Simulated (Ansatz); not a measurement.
Question: Name a neutral molecule of C, O and H with ideal-gas entropy at 298 K and 1 bar (rigid rotor, harmonic PBE0-D4/def2-TZVP) between 301 and 317 J/(mol·K) and size of the dipole moment (ωB97M-V/def2-TZVPP) between 1.50 and 1.80 D (Ansatz, PBE0-D4/def2-TZVP geometry).

Answer: `CCCO` (302 J/(mol·K), 1.69 D); `C#CCOC` (317 J/(mol·K), 1.51 D); `CCC(=O)O` (316 J/(mol·K), 1.63 D). Other molecules can fit too; these were computed, each in one conformer that needn't be the lowest.
